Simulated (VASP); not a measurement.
Input of a VASP 6.6.1 run:

File INCAR:

```
  PREC = Accurate
  ENCUT = 600
  EDIFF = 1E-7
  ISMEAR = 0
  SIGMA = 0.03
  LREAL = False
  LASPH = True
  NELM = 80
  ALGO = Normal
  ISIF = 2
  LWAVE = False
  LCHARG = False
  GGA = CA
  IBRION = 2
  NSW = 40
  EDIFFG = -0.01
```

KPOINTS

```
Automatic mesh
0
Gamma
  8 8 8
```

File POSCAR:

```
NaCl                                    
1.0
   -0.0000000000      2.6777116828      2.6777116828
    2.6777116828     -0.0000000000      2.6777116828
    2.6777116828      2.6777116828      0.0000000000
  Na              Cl            
     1     1
Direct
     1.0000000000000000    0.0000000000000000    0.0000000000000000
     0.5000000000000000    0.5000000000000000    0.5000000000000000
```

Potentials or basis: VASP PAW LDA potentials, release 64 (Na_pv, Cl).

Command:

```sh
$ cat potpaw_LDA.64/Na_pv/POTCAR potpaw_LDA.64/Cl/POTCAR > POTCAR
$ mpirun -np 1 vasp_std > vasp.out
```

Question: What does it give for the band gap on the k mesh?

Answer: 5.36 eV, direct.

Final structure:
```cif
data_structure
_symmetry_space_group_name_H-M 'P 1'
_symmetry_Int_Tables_number 1
_cell_length_a 3.7869
_cell_length_b 3.7869
_cell_length_c 3.7869
_cell_angle_alpha 60.000
_cell_angle_beta 60.000
_cell_angle_gamma 60.000
_cell_volume 38.40
loop_
_atom_site_label
_atom_site_type_symbol
_atom_site_fract_x
_atom_site_fract_y
_atom_site_fract_z
_atom_site_occupancy
Na1 Na 0.00000 0.00000 0.00000 1
Cl1 Cl 0.50000 0.50000 0.50000 1
```

Caveat: the relaxation stopped at its first step, so nothing moved.
